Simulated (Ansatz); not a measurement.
Space group F-43m (No. 216). a = 5.664 Å, b = 5.664 Å, c = 5.664 Å, α = 90.00°, β = 90.00°, γ = 90.00°
```csv
atom,site,symmetry,x,y,z
Be,4a,-43m,0.0000,0.0000,0.0000
Te,4d,-43m,0.2500,0.2500,0.7500
```

Equation of state of this BeTe structure (not necessarily the ground state), with shape and atoms relaxed at each volume where symmetry leaves them free. Level of theory: DFT PBE, scalar-relativistic, plane waves, PAW in Ansatz.

Settings: cutoff 420 eV, Γ-centred mesh 8×8×8 on the computed 2-atom cell, Gaussian smearing of 0.02 eV; no spin polarisation.

```json
{"V (Å³/atom)": "19.985", "E − E(largest V) (meV/atom)": "37.25", "P (GPa)": "9.32", "gap on mesh (eV)": "1.70"}
{"V (Å³/atom)": "20.666", "E − E(largest V) (meV/atom)": "3.93", "P (GPa)": "6.43", "gap on mesh (eV)": "1.79"}
{"V (Å³/atom)": "21.348", "E − E(largest V) (meV/atom)": "-18.04", "P (GPa)": "3.96", "gap on mesh (eV)": "1.88"}
{"V (Å³/atom)": "22.029", "E − E(largest V) (meV/atom)": "-30.23", "P (GPa)": "1.83", "gap on mesh (eV)": "1.95"}
{"V (Å³/atom)": "22.710", "E − E(largest V) (meV/atom)": "-34.05", "P (GPa)": "0.00", "gap on mesh (eV)": "2.03"}
{"V (Å³/atom)": "23.392", "E − E(largest V) (meV/atom)": "-30.64", "P (GPa)": "-1.57", "gap on mesh (eV)": "2.10"}
{"V (Å³/atom)": "24.073", "E − E(largest V) (meV/atom)": "-21.02", "P (GPa)": "-2.92", "gap on mesh (eV)": "2.16"}
{"V (Å³/atom)": "24.981", "E − E(largest V) (meV/atom)": "0.00", "P (GPa)": "-4.44", "gap on mesh (eV)": "2.23"}
```

Problem. Fit a third-order Birch–Murnaghan equation to E(V).

Solution. V0 = 22.71 Å³/atom, B0 = 56 GPa, B0' = 4.0.

Spin-orbit coupling is left out, which matters for the bands of heavy elements.